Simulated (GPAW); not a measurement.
# Collinear magnetic orders of FeGe with GPAW

A self-consistent run ends on one state, which hangs on the start. Several orders of FeGe are started in GPAW and their energies compared.

Method: PBE; plane waves with GPAW's PAW setups, scalar-relativistic, in GPAW 26.7.0.

## (1) Set-up

The structure is hexagonal, space group P6/mmm (No. 191). The conventional cell has a = 4.998 Å, b = 4.998 Å, c = 4.116 Å, α = 90.00°, β = 90.00°, γ = 120.00°. Nearest to Fe lie 4 Fe at 2.50 Å and 6 Ge at 2.50 to 2.51 Å. Nearest to Ge lie 6 Fe at 2.50 Å. Ge has 6 Fe at 2.51 Å nearest. Farther neighbours are not listed.

Coordinates:

```cif
data_structure
_symmetry_space_group_name_H-M 'P 1'
_symmetry_Int_Tables_number 1
_cell_length_a 4.9976
_cell_length_b 4.9976
_cell_length_c 4.1158
_cell_angle_alpha 90.000
_cell_angle_beta 90.000
_cell_angle_gamma 120.000
_cell_volume 89.02
loop_
_atom_site_label
_atom_site_type_symbol
_atom_site_fract_x
_atom_site_fract_y
_atom_site_fract_z
_atom_site_occupancy
Fe1 Fe 0.50000 0.00000 0.00000 1
Fe2 Fe 0.50000 0.50000 0.00000 1
Fe3 Fe 0.00000 0.50000 0.00000 1
Ge4 Ge 0.00000 0.00000 0.00000 1
Ge5 Ge 0.33333 0.66667 0.50000 1
Ge6 Ge 0.66667 0.33333 0.50000 1
```

The cell comes from a database of computed structures and need not be the stable phase.

## (2) Order 1, typed as ferro +++

Parallel moments need no larger cell; this start tests for a ferromagnetic state only.

File order1.py:

```python
import json
import numpy as np
from ase import Atoms
from ase.parallel import paropen, parprint
from gpaw import GPAW

atoms = Atoms(['Fe', 'Fe', 'Fe', 'Ge', 'Ge', 'Ge'],
    cell=[[4.99760234, 0.0, 0.0],
         [-2.49880117, 4.32805058, 0.0],
         [0.0, 0.0, 4.11576135]],
    scaled_positions=[[0.5, 0.0, 0.0],
         [0.5, 0.5, 0.0],
         [0.0, 0.5, 0.0],
         [0.0, 0.0, 0.0],
         [0.33333333, 0.66666667, 0.5],
         [0.66666667, 0.33333333, 0.5]],
    pbc=True,
    magmoms=[2.8, 2.8, 2.8, 0.0, 0.0, 0.0])
atoms.calc = GPAW(mode={'name': 'pw', 'ecut': 550},
    xc='PBE',
    kpts={'size': (8, 8, 8), 'gamma': True},
    occupations={'name': 'fermi-dirac', 'width': 0.05},
    convergence={'density': 1e-05, 'energy': 1e-05},
    maxiter=200,
    symmetry={'tolerance': 1e-4},
    txt='order1.txt')
e = atoms.get_potential_energy(force_consistent=True)
res = {'free_energy': e, 'energy_sigma0': atoms.get_potential_energy(), 'fermi_energy': atoms.calc.get_fermi_level()}
res['moments'] = atoms.get_magnetic_moments().tolist()
res['total'] = atoms.get_magnetic_moment()
parprint('site moments (muB):', np.round(res['moments'], 3))
parprint(f"total moment: {res['total']:.3f} muB")
parprint(f'free energy: {e:.6f} eV')
atoms.calc.write('order1.gpw')
with paropen('results.json', 'w') as f:
    json.dump(res, f)
```

On the command line:

```bash
$ OMP_NUM_THREADS=1 mpirun -n 4 gpaw python order1.py > order1.log
```

Log:

```text
site moments (muB): [ 1.46   1.46   1.46  -0.051 -0.035 -0.035]
total moment: 4.140 muB
free energy: -41.349879 eV

--- order1.txt ---
Input parameters:
  mode=PW(ecut=550),
  convergence={'density': 1e-05, 'energy': 1e-05},
  kpts=MonkhorstPack(size=(8, 8, 8), gamma=True),
  maxiter=200,
  occupations=Occupations(name='fermi-dirac', width=0.05),
  symmetry=Symmetry(tolerance=0.0001),
  xc=XC(name='PBE')

Diagonalizing LCAO Hamiltonian
Converting LCAO to pw mode

            Ge
                 Ge

        Fe    Fe

          Ge    Fe

Atoms  # Å, Bohr magnetons
|   | symbol |         x |        y |        z |    initial magnetic moments |
|---|--------|-----------|----------|----------|-----------------------------|
| 0 |     Fe |  2.498801 | 0.000000 | 0.000000 | ( 0.0000,  0.0000,  2.8000) |
| 1 |     Fe |  1.249401 | 2.164025 | 0.000000 | ( 0.0000,  0.0000,  2.8000) |
| 2 |     Fe | -1.249401 | 2.164025 | 0.000000 | ( 0.0000,  0.0000,  2.8000) |
| 3 |     Ge |  0.000000 | 0.000000 | 0.000000 | ( 0.0000,  0.0000,  0.0000) |
| 4 |     Ge | -0.000000 | 2.885367 | 2.057881 | ( 0.0000,  0.0000,  0.0000) |
| 5 |     Ge |  2.498801 | 1.442684 | 2.057881 | ( 0.0000,  0.0000,  0.0000) |

Unit cell  # Å
| periodic |         x |        y |        z |  lengths |     angles |
|----------|-----------|----------|----------|----------|------------|
|      yes |  4.997602 | 0.000000 | 0.000000 | 4.997602 |  90.000000 |
|      yes | -2.498801 | 4.328051 | 0.000000 | 4.997602 |  90.000000 |
|      yes |  0.000000 | 0.000000 | 4.115761 | 4.115761 | 120.000000 |

Number of symmetries: 24

BZ-sampling:
  Number of BZ points: 512
  Number of IBZ points: 50

  Monkhorst-Pack size: [8, 8, 8]
  Monkhorst-Pack shift: [0.0625, 0.0625, 0.0625]

K-points  # in reciprocal-cell coordinates
|     |                                coordinates |     weight |
|-----|--------------------------------------------|------------|
|   0 | (  0.00000000,   0.00000000,   0.00000000) | 0.00195312 |
|   1 | (  0.00000000,   0.00000000,   0.12500000) | 0.00390625 |
|   2 | (  0.00000000,   0.00000000,   0.25000000) | 0.00390625 |
|   3 | (  0.00000000,   0.00000000,   0.37500000) | 0.00390625 |
|   4 | (  0.00000000,   0.00000000,   0.50000000) | 0.00195312 |
|   5 | (  0.12500000,   0.00000000,   0.00000000) | 0.01171875 |
|   6 | (  0.12500000,   0.00000000,   0.12500000) | 0.02343750 |
|   7 | (  0.12500000,   0.00000000,   0.25000000) | 0.02343750 |
|   8 | (  0.12500000,   0.00000000,   0.37500000) | 0.02343750 |
|   9 | (  0.12500000,   0.00000000,   0.50000000) | 0.01171875 |
| ... |                                            |            |
|  49 | (  0.50000000,   0.50000000,   0.50000000) | 0.00585938 |

Plane wave coefficients: 2667
Cutoff: 550.0 eV

Spin-components: 2 (collinear spins)
Bands:           31
Projectors:      33
Spin-degeneracy: 1
Datatype:        complex128

Parallelization:
  kpt:    4
  domain: 1
  band:   1

Density:
  Valence electrons: 36.0
  Components: 2
  Grid points: [28 28 24]
  Charge: 0.0  # |e|

Potential:
  Grid points: [28 28 24]

species:
  Fe:
    name:    Iron
    Z:       26.0
    valence: 8
    core:    18
    charge:  0.0  # [|e|]
    compensation charges:
      type: gauss
      rc: 0.33  # [Å]
      lmax: 2
    cutoffs:
      filter: 2.06  # [Å]
      core: 2.67  # [Å]
    projectors
    | kind |    occ | energy [eV] | rcut [Å] |
    |------|--------|-------------|----------|
    |   4s |  2.000 |      -5.291 |    1.164 |
    |   4p |  0.000 |      -1.326 |    1.058 |
    |   3d |  6.000 |      -7.505 |    1.058 |
    |    s |        |      21.920 |    1.164 |
    |    p |        |      25.885 |    1.058 |
    |    d |        |      19.706 |    1.058 |

    Using partial waves for Fe as LCAO basis

  Ge:
    name:    Germanium
    Z:       32.0
    valence: 4
    core:    28
    charge:  0.0  # [|e|]
    compensation charges:
      type: gauss
      rc: 0.32  # [Å]
      lmax: 2
    cutoffs:
      filter: 1.77  # [Å]
      core: 3.42  # [Å]
    projectors
    | kind |    occ | energy [eV] | rcut [Å] |
    |------|--------|-------------|----------|
    |   4s |  2.000 |     -11.726 |    1.005 |
    |   4p |  2.000 |      -3.896 |    1.005 |
    |    s |        |      15.485 |    1.005 |
    |    p |        |      23.315 |    1.005 |
    |    d |        |       0.000 |    1.005 |

    Using partial waves for Ge as LCAO basis

Reference energy: -275151.277357  # eV

eigensolver:
  PPCG
  Converge bands: occupied
  niter=2

density mixing:
  MSR1-Mixer
  Pratt-step length: 0.05
  Maximum mixing coefficient: 0.75
  Old densities: 10
  SVD Regularization: 0.005
  Good broyden scale: 1.0
  Trust region scale: 1.0
  Backstep threshold: 4.0
  History deletion threshold: 6.0
  Fourier metric: weight=20.0, sigma=0.015

occupation numbers:
  Fermi-Dirac:
    width: 0.0500  # eV

poisson solver:
  ecut: 4400.0  # eV

xc functional:
  name: PBE with 2 nearest neighbor stencil

convergence criteria:
- Maximum integral of absolute [dens]ity change: 1e-05 electrons / valence electron
- Maximum [total energy] change in last 3 cyles: 1e-05 eV / valence electron
- Maximum integral of absolute [eigenst]ate change: 4e-08 eV^2 / valence electron
maximum number of iterations: 200

SCF iterations
|iter     |      energy | eigst |  dens |  magmom |
|---------|-------------|-------|-------|---------|
|iter:   1|       0s |  -43.213401 | +0.37 |       |  +8.4168|
|iter:   2|       4s |  -42.212484 | -1.40 | -0.65 |  +8.2521|
|iter:   3|       8s |  -41.142351 | -1.28 | -0.74 |  +7.4940|
|iter:   4|      13s |  -41.141415 | -2.05 | -1.01 |  +6.5009|
|iter:   5|      17s |  -41.225425 | -2.74 | -1.32 |  +5.8516|
|iter:   6|      21s |  -41.290480 | -2.82 | -1.58 |  +4.9212|
|iter:   7|      26s |  -41.324473 | -2.73 | -1.82 |  +4.2290|
|iter:   8|      30s |  -41.330065 | -2.95 | -1.88 |  +4.0287|
|iter:   9|      34s |  -41.330615 | -4.06 | -2.40 |  +4.1903|
|iter:  10|      39s |  -41.330921 | -4.51 | -2.72 |  +4.1284|
|iter:  11|      43s |  -41.330957c| -5.36 | -3.10 |  +4.1335|
|iter:  12|      47s |  -41.330922c| -6.26 | -3.47 |  +4.1431|
|iter:  13|      52s |  -41.330922c| -6.90 | -3.97 |  +4.1398|
|iter:  14|      56s |  -41.330912c| -7.49c| -4.28 |  +4.1408|
|iter:  15|      58s |  -41.330914c| -7.88c| -4.62 |  +4.1398|
|iter:  16|      60s |  -41.330913c| -8.31c| -5.21c|  +4.1397|

Converged in 16 steps
Energy contributions relative to reference atoms: (reference = -275151.277357)

Energy contributions:
  Kinetic:          49.167225
  Coulomb:         -41.520175
  Zero:              0.232641
  External:          0.000000
  Xc:              -49.191640
  Entropy:          -0.037931
  Spinorbit:         0.000000
  ----------------------------
  Free energy:     -41.349879
  Extrapolated:    -41.330913

dipole moment: (-14.227952, -24.643535, -43.482868)  # |e|*Ang

Total magnetic moment: (0.000000, 0.000000, 4.139719)

Local magnetic moments
|        x |        y |         z |
|----------|----------|-----------|
| 0.000000 | 0.000000 |  1.460169 |  # Fe   0
| 0.000000 | 0.000000 |  1.460169 |  # Fe   1
| 0.000000 | 0.000000 |  1.460169 |  # Fe   2
| 0.000000 | 0.000000 | -0.050965 |  # Ge   3
| 0.000000 | 0.000000 | -0.035022 |  # Ge   4
| 0.000000 | 0.000000 | -0.035022 |  # Ge   5

Fermi level: 9.170
Eigenvalues  # (at kpt = [0.000, 0.000, 0.000])
| band index |      eig [eV] | occ [0-1] |      eig [eV] | occ [0-1] |
|------------|---------------|-----------|---------------|-----------|
|          0 |        -3.243 |     1.000 |        -3.270 |     1.000 |
|        ... |               |           |               |           |
|          9 |         6.054 |     1.000 |         6.112 |     1.000 |
|         10 |         6.164 |     1.000 |         6.836 |     1.000 |
|         11 |         6.164 |     1.000 |         6.836 |     1.000 |
|         12 |         6.352 |     1.000 |         7.721 |     1.000 |
|         13 |         6.352 |     1.000 |         7.722 |     1.000 |
|         14 |         7.637 |     1.000 |         9.436 |     0.005 |
|         15 |         7.637 |     1.000 |         9.436 |     0.005 |
|         16 |         7.870 |     1.000 |         9.534 |     0.001 |
|         17 |         7.880 |     1.000 |         9.718 |     0.000 |
|         18 |         7.880 |     1.000 |         9.718 |     0.000 |
|         19 |         8.912 |     0.994 |        10.142 |     0.000 |
|         20 |         9.378 |     0.015 |        10.424 |     0.000 |
|         21 |        10.382 |     0.000 |        11.308 |     0.000 |
|         22 |        10.382 |     0.000 |        11.308 |     0.000 |
|         23 |        11.853 |     0.000 |        11.745 |     0.000 |
|         24 |        12.197 |     0.000 |        12.703 |     0.000 |
|        ... |               |           |               |           |
|         30 |        15.963 |     0.000 |        16.114 |     0.000 |

No gap
No difference between direct/indirect transitions
```

The job ended after 70 s (4 MPI ranks of Arm Neoverse V1, shared host; peak memory 0.94 GiB; 4.6 min of CPU time).

Spin moment in the augmentation sphere by atom:

```tsv
atom	spin moment in the augmentation sphere (μB)
Fe1	1.46
Fe2	1.46
Fe3	1.46
Ge4	-0.05
Ge5	-0.04
Ge6	-0.04
```

This step gave:

```
magnetization : 4.140 μB
final state   : ferromagnetic
```

After 16 cycles the largest moment stands at 1.46 μB.

## (3) Run 2 (antiferro q=(0,1/2,0) +-+--+)

Reversing part of the moments tests the sign of the couplings between them.

The cell is doubled to 12 atoms to hold this order. Its mesh is chosen so that both cells sample the same points.

File order2.py:

```python
import json
import numpy as np
from ase import Atoms
from ase.parallel import paropen, parprint
from gpaw import GPAW

atoms = Atoms(['Fe', 'Fe', 'Fe', 'Fe', 'Fe', 'Fe', 'Ge', 'Ge', 'Ge', 'Ge', 'Ge', 'Ge'],
    cell=[[4.99760234, 0.0, 0.0],
         [-4.99760234, 8.65610116, 0.0],
         [0.0, 0.0, 4.11576135]],
    scaled_positions=[[0.5, 0.0, 0.0],
         [0.5, 0.5, 0.0],
         [0.5, 0.25, 0.0],
         [0.5, 0.75, 0.0],
         [0.0, 0.25, 0.0],
         [0.0, 0.75, 0.0],
         [0.0, 0.0, 0.0],
         [0.0, 0.5, 0.0],
         [0.33333333, 0.33333334, 0.5],
         [0.33333333, 0.83333334, 0.5],
         [0.66666667, 0.16666666, 0.5],
         [0.66666667, 0.66666667, 0.5]],
    pbc=True,
    magmoms=[2.8, -2.8, 2.8, -2.8, -2.8, 2.8, 0.0, 0.0, 0.0, 0.0, 0.0, 0.0])
atoms.calc = GPAW(mode={'name': 'pw', 'ecut': 550},
    xc='PBE',
    kpts={'size': (8, 4, 8), 'gamma': True},
    occupations={'name': 'fermi-dirac', 'width': 0.05},
    convergence={'density': 1e-05, 'energy': 1e-05},
    maxiter=200,
    symmetry={'tolerance': 1e-4},
    txt='order2.txt')
e = atoms.get_potential_energy(force_consistent=True)
res = {'free_energy': e, 'energy_sigma0': atoms.get_potential_energy(), 'fermi_energy': atoms.calc.get_fermi_level()}
res['moments'] = atoms.get_magnetic_moments().tolist()
res['total'] = atoms.get_magnetic_moment()
parprint('site moments (muB):', np.round(res['moments'], 3))
parprint(f"total moment: {res['total']:.3f} muB")
parprint(f'free energy: {e:.6f} eV')
atoms.calc.write('order2.gpw')
with paropen('results.json', 'w') as f:
    json.dump(res, f)
```

On the command line:

```bash
$ OMP_NUM_THREADS=1 mpirun -n 4 gpaw python order2.py > order2.log
```

Log:

```text
Input parameters:
  mode=PW(ecut=550),
  convergence={'density': 1e-05, 'energy': 1e-05},
  kpts=MonkhorstPack(size=(8, 4, 8), gamma=True),
  maxiter=200,
  occupations=Occupations(name='fermi-dirac', width=0.05),
  symmetry=Symmetry(tolerance=0.0001),
  xc=XC(name='PBE')

Diagonalizing LCAO Hamiltonian
Converting LCAO to pw mode

               Ge   Ge

           Fe    FGe
                       Ge
             Ge    Fe
               Fe    Fe
                Ge    Fe

Atoms  # Å, Bohr magnetons
|    | symbol |         x |        y |        z |    initial magnetic moments |
|----|--------|-----------|----------|----------|-----------------------------|
|  0 |     Fe |  2.498801 | 0.000000 | 0.000000 | ( 0.0000,  0.0000,  2.8000) |
|  1 |     Fe |  0.000000 | 4.328051 | 0.000000 | ( 0.0000,  0.0000, -2.8000) |
|  2 |     Fe |  1.249401 | 2.164025 | 0.000000 | ( 0.0000,  0.0000,  2.8000) |
|  3 |     Fe | -1.249401 | 6.492076 | 0.000000 | ( 0.0000,  0.0000, -2.8000) |
|  4 |     Fe | -1.249401 | 2.164025 | 0.000000 | ( 0.0000,  0.0000, -2.8000) |
|  5 |     Fe | -3.748202 | 6.492076 | 0.000000 | ( 0.0000,  0.0000,  2.8000) |
|  6 |     Ge |  0.000000 | 0.000000 | 0.000000 | ( 0.0000,  0.0000,  0.0000) |
|  7 |     Ge | -2.498801 | 4.328051 | 0.000000 | ( 0.0000,  0.0000,  0.0000) |
|  8 |     Ge | -0.000000 | 2.885367 | 2.057881 | ( 0.0000,  0.0000,  0.0000) |
|  9 |     Ge | -2.498801 | 7.213418 | 2.057881 | ( 0.0000,  0.0000,  0.0000) |
| 10 |     Ge |  2.498801 | 1.442683 | 2.057881 | ( 0.0000,  0.0000,  0.0000) |
| 11 |     Ge | -0.000000 | 5.770734 | 2.057881 | ( 0.0000,  0.0000,  0.0000) |

Number of symmetries: 2

BZ-sampling:
  Number of BZ points: 256
  Number of IBZ points: 90

  Monkhorst-Pack size: [8, 4, 8]
  Monkhorst-Pack shift: [0.0625, 0.125, 0.0625]

Plane wave coefficients: 5257
Cutoff: 550.0 eV

Spin-components: 2 (collinear spins)
Bands:           48
Projectors:      66
Spin-degeneracy: 1
Datatype:        complex128

Parallelization:
  kpt:    4
  domain: 1
  band:   1

Density:
  Valence electrons: 72.0
  Components: 2
  Grid points: [28 56 24]
  Charge: 0.0  # |e|

Potential:
  Grid points: [28 56 24]

[... setups left out ...]
Reference energy: -550302.554715  # eV

convergence criteria:
- Maximum integral of absolute [dens]ity change: 1e-05 electrons / valence electron
- Maximum [total energy] change in last 3 cyles: 1e-05 eV / valence electron
- Maximum integral of absolute [eigenst]ate change: 4e-08 eV^2 / valence electron
maximum number of iterations: 200

SCF iterations
|iter     |      energy | eigst |  dens |  magmom |
|---------|-------------|-------|-------|---------|
|iter:   1|       0s |  -85.531014 | +0.48 |       |  +0.0000|
|iter:   2|      25s |  -83.328669 | -0.80 | -0.65 |  -0.0000|
|iter:   3|      49s |  -82.746020 | -0.57 | -0.74 |  +0.0000|
|iter:   4|      73s |  -81.691194 | -0.72 | -0.77 |  +0.0000|
|iter:   5|      97s |  -81.323059 | -1.22 | -0.92 |  +0.0000|
|iter:   6|     122s |  -81.524989 | -2.00 | -1.29 |  -0.0000|
[...]
|iter:  10|     218s |  -81.766794 | -2.27 | -1.96 |  +0.0005|
[... 45 iterations left out ...]
|iter:  56|    1322s |  -81.695337 | -3.90 | -2.95 |  -0.0540|
|iter:  57|    1346s |  -81.692689 | -4.57 | -2.28 |  -0.0532|
|iter:  58|    1370s |  -81.692660 | -4.26 | -2.65 |  -0.0518|
|iter:  59|    1394s |  -81.692223c| -5.00 | -2.70 |  -0.0518|
|iter:  60|    1418s |  -81.692204c| -6.33 | -3.34 |  -0.0494|
|iter:  61|    1442s |  -81.692219c| -7.17 | -3.36 |  -0.0509|
|iter:  62|    1466s |  -81.692303c| -6.22 | -3.32 |  -0.0584|
|iter:  63|    1490s |  -81.692311c| -5.44 | -3.20 |  -0.0587|
|iter:  64|    1514s |  -81.692377c| -5.23 | -3.20 |  -0.0606|
|iter:  65|    1538s |  -81.692441c| -4.85 | -3.06 |  -0.0624|
```

The job ended after 26 min (4 MPI ranks; peak memory 1.9 GiB).

The run was cut off at its time limit.

It was cut off while still iterating. More time helps where the residual falls; where it has stalled, the mixing must change.

## (4) Start 3: antiferro q=(0,0,1/2) +-+-+-

Another pattern of signs weighs the neighbour shells otherwise.

This order needs a doubled cell of 12 atoms. Its mesh is chosen so that both cells sample the same points.

File order3.py:

```python
import json
import numpy as np
from ase import Atoms
from ase.parallel import paropen, parprint
from gpaw import GPAW

atoms = Atoms(['Fe', 'Fe', 'Fe', 'Fe', 'Fe', 'Fe', 'Ge', 'Ge', 'Ge', 'Ge', 'Ge', 'Ge'],
    cell=[[4.99760234, 0.0, 0.0],
         [-2.49880117, 4.32805058, 0.0],
         [0.0, 0.0, 8.2315227]],
    scaled_positions=[[0.5, 0.0, 0.0],
         [0.5, 0.0, 0.5],
         [0.5, 0.5, 0.0],
         [0.5, 0.5, 0.5],
         [0.0, 0.5, 0.0],
         [0.0, 0.5, 0.5],
         [0.0, 0.0, 0.0],
         [0.0, 0.0, 0.5],
         [0.33333333, 0.66666667, 0.25],
         [0.33333333, 0.66666667, 0.75],
         [0.66666667, 0.33333333, 0.25],
         [0.66666667, 0.33333333, 0.75]],
    pbc=True,
    magmoms=[2.8, -2.8, 2.8, -2.8, 2.8, -2.8, 0.0, 0.0, 0.0, 0.0, 0.0, 0.0])
atoms.calc = GPAW(mode={'name': 'pw', 'ecut': 550},
    xc='PBE',
    kpts={'size': (8, 8, 4), 'gamma': True},
    occupations={'name': 'fermi-dirac', 'width': 0.05},
    convergence={'density': 1e-05, 'energy': 1e-05},
    maxiter=200,
    symmetry={'tolerance': 1e-4},
    txt='order3.txt')
e = atoms.get_potential_energy(force_consistent=True)
res = {'free_energy': e, 'energy_sigma0': atoms.get_potential_energy(), 'fermi_energy': atoms.calc.get_fermi_level()}
res['moments'] = atoms.get_magnetic_moments().tolist()
res['total'] = atoms.get_magnetic_moment()
parprint('site moments (muB):', np.round(res['moments'], 3))
parprint(f"total moment: {res['total']:.3f} muB")
parprint(f'free energy: {e:.6f} eV')
atoms.calc.write('order3.gpw')
with paropen('results.json', 'w') as f:
    json.dump(res, f)
```

On the command line:

```bash
$ OMP_NUM_THREADS=1 mpirun -n 4 gpaw python order3.py > order3.log
```

Log:

```text
site moments (muB): [ 1.549 -1.549  1.549 -1.549  1.549 -1.549 -0.063  0.063  0.     0.
  0.     0.   ]
total moment: -0.000 muB
free energy: -82.785108 eV

--- order3.txt ---
Input parameters:
  mode=PW(ecut=550),
  convergence={'density': 1e-05, 'energy': 1e-05},
  kpts=MonkhorstPack(size=(8, 8, 4), gamma=True),
  maxiter=200,
  occupations=Occupations(name='fermi-dirac', width=0.05),
[...]
|         31 |         7.808 |     1.000 |         7.808 |     1.000 |
[...]
|         41 |         9.652 |     0.000 |         9.652 |     0.000 |
|         42 |         9.700 |     0.000 |         9.700 |     0.000 |
|         43 |         9.700 |     0.000 |         9.700 |     0.000 |
|        ... |               |           |               |           |
|         47 |        10.901 |     0.000 |        10.901 |     0.000 |

No gap
No difference between direct/indirect transitions

[key lines of the parts left out:]
Free energy:     -82.785108
Converged in 20 steps
dipole moment: (-28.454329, -49.284343, -86.955794)  # |e|*Ang
Fermi level: 9.184
```

The job ended after 2.7 min (4 MPI ranks; peak memory 1.3 GiB).

Spin moment in the augmentation sphere by atom:

```tsv
atom	spin moment in the augmentation sphere (μB)
Fe1	1.55
Fe2	-1.55
Fe3	1.55
Fe4	-1.55
Fe5	1.55
Fe6	-1.55
Ge7	-0.06
Ge8	0.06
Ge9	0.00
Ge10	0.00
Ge11	0.00
Ge12	0.00
```

Numbers from this step:

* magnetization: 0 μB
* final state: antiferromagnetic

It lies 14.2 meV a seeded atom under the first start, and its largest moment is 1.55 μB against 1.46 μB.

(Part 1 of 2 ends here.)

[Logs and program files are shortened in this print: banners, set-up blocks, solver, clock and traceback lines can be left out without a mark of their own.]

[Logs are printed without paths, hosts, clocks, repeated set-up lines and the standing remarks that a program may print on its own settings, such as how far it seeks lower states.]

[Hosts, paths, dates, database ids (printed as entryN), source tags and the programs' standing remarks are cut or masked in the printed files.]

[Where a cell is said to come from a database of computed structures, the database is the Materials Project.]
